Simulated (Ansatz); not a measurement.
**TaN under changes of volume**

One of the cells (10.813 Å³/atom); the others are scaled copies at fixed shape and fractional positions:

```xyz
2
Lattice="0.0000 2.2113 2.2113 2.2113 0.0000 2.2113 2.2113 2.2113 0.0000" Properties=species:S:1:pos:R:3 pbc="T T T"
Ta    2.2113    2.2113    2.2113
N     0.0000    0.0000    0.0000
```

The cell comes from a database or a generator and needn't be the stable form of this composition.

```yaml
Program: Ansatz 0.2.0
Functional: LDA
Potentials_or_basis: Ansatz PAW
Cutoff: "420 eV (not typed: the program's choice for these potentials)"
k_mesh: 10 × 10 × 10
Occupations: fermi-dirac, width 0.05 eV
Spin: no spin polarisation
```

```csv
volume (Å³/atom),energy over the lowest point (meV/atom),pressure (GPa)
10.164,?,?
10.381,0.00,-3.8
10.597,10.01,-10.9
10.813,29.02,-17.2
11.030,56.17,-22.8
11.246,90.44,-27.8
11.462,131.09,-32.3
```

What does the run at 10.164 Å³/atom give?

Energy over the lowest point 0.08 meV/atom; pressure 4.1 GPa.

Worked out: A Birch-Murnaghan fit of order 3 (a polynomial in V^(-2/3)) to the other rows has its minimum at 10.27 Å³/atom, just outside them, with B0 = V·E''(V) = 375 GPa and B' = 4.4. It gives 0.07 meV/atom at 10.164 Å³/atom, against the run's 0.08, and -dE/dV = 4.1 GPa, against 4.1.

Energies are extrapolated to zero smearing.

Caveats: the PAW data sets come from PBE, with cores solved anew for the run's functional, which leaves a small shift of forces and pressure.
